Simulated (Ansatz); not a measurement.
# Calculated records

### ZrSe2/ZrSe2 (1T multilayer): band gap by G0W0 on HSE06

The cell holds 6 atoms: 2 Zr and 4 Se. Cell: a = 3.713 Å, b = 3.713 Å, c = 41.400 Å, α = 90.0°, β = 90.0°, γ = 120.0°. Regions: layer 1 (ZrSe2), 3 atoms (1 Zr and 2 Se); layer 2 (ZrSe2), 3 atoms (1 Zr and 2 Se). Vacuum lies along c.

```xyz
6
Lattice="3.7126 0.0000 0.0000 -1.8563 3.2152 0.0000 0.0000 0.0000 41.4000" Properties=species:S:1:pos:R:3
Zr    0.0000    0.0000   17.7248
Se    0.0000    2.1435   19.2972
Se    1.8563    1.0717   16.1600
Zr    0.0000    0.0000   23.6752
Se    0.0000    2.1435   25.2400
Se    1.8563    1.0717   22.1028
```

```
method                                             : G0W0 on HSE06, plane waves, PAW; PAW set soft_1 (and 1 further level or step)
program                                            : Ansatz 0.2.0
settings of one run                                : cutoff 420 eV, 6×6×1 k-mesh, PAW set soft 1, empty bands 273, screening cutoff 39 eV, screening contour deformation, QP bands (v2, c2)
cost                                               : 2 runs, 14 min in all on 4 threads of Arm Neoverse V2, shared host (the runs of this entry)
notes                                              : In doubt: masses and optical values from hybrid runs of this build are listed as unsure (in some of the runs), which bears on the screening that GW takes from such a start. Values taken over the cell’s volume include its vacuum. The structure was relaxed with LDA. Limits: coarse mesh for a sheet; no spin-orbit coupling.
HSE06 gap over mesh and listed points              : 0.883 eV, from k = Γ to k = (0.500, 0.000, 0.000)
G0W0@HSE06 gap over 4 of 7 irreducible mesh points : 1.101 eV, from k = Γ to k = (0.000, -0.500, 0.000)
GW settings                                        : 6×6×1 mesh, 273 empty bands, screening to 39 eV, PAW set soft_1 files
known limits                                       : finite bands, screening cutoff and k mesh; no spin-orbit coupling in G0W0; screening cutoff under 40 eV
```

Over 4 of 7 irreducible mesh points the G0W0 gap is 1.101 eV, from k = Γ to k = (0.000, -0.500, 0.000). The HSE06 gap of this run on the mesh is 0.883 eV. The two states that bound the G0W0 gap lie that far apart at the start, so the correction of the gap is 1.101 − 0.883 = +0.218 eV. The valence state moves by −5.647 − (−5.958) = +0.311 eV and the conduction state by −4.546 − (−5.075) = +0.529 eV, on the run's own scale; how far single levels stand from their limit in bands is not shown.

[Paths, hosts, dates, memory and timing lines, banners, echoed tables and standing remarks are left out of the program output.]

[Logs are printed without paths, hosts, clocks, repeated set-up lines and the standing remarks that a program may print on its own settings, such as how far it seeks lower states.]

[Runs of the session that timed out or met a known fault of the program may be left out.]

[Cells called generated may have been cut or substituted from an entry of the Crystallography Open Database or the Materials Project.]

[Hosts, paths, dates, database ids (printed as entryN), source tags and the programs' standing remarks are cut or masked in the printed files.]
